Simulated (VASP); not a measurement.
Input of a VASP 6.6.1 run:

Contents of INCAR:

```
PREC = Accurate
ENCUT = 520
EDIFF = 1E-6
ISMEAR = 0
SIGMA = 0.0166
LREAL = False
LASPH = True
NELM = 60
ALGO = Fast
ISIF = 2
LWAVE = False
LCHARG = False
GGA = PE
NBANDS = 16
```

The input KPOINTS:

```
regular mesh
0
Gamma
  5 5 5
```

POSCAR

```
MnSb
1.0
    3.4042090000      0.0000000000      0.0000000000
    0.0000000000      3.4042090000      0.0000000000
    0.0000000000      0.0000000000      3.4042090000
Mn Sb
1 1
Direct
    0.0000000000      0.0000000000      0.0000000000
    0.5000000000      0.5000000000      0.5000000000
```

Potentials or basis: VASP PAW PBE potentials, release 64 (Mn_pv, Sb).

Launch:

```sh
$ cat potpaw_PBE.64/Mn_pv/POTCAR potpaw_PBE.64/Sb/POTCAR > POTCAR
$ mpirun -np 1 vasp_std > vasp.out
```

Question: Estimate the pressure.

Answer: -17.1 GPa.

Question: Estimate the band gap on the k mesh.

Answer: None (metal or under the smearing width).

Caveat: the k mesh is coarse (spacing up to 0.37 Å⁻¹), so the values aren't converged; so large a pressure means that the cell lies far from this level's equilibrium, or that cutoff or potentials fall short. Spin-orbit coupling is left out, which matters for the levels of Sb.
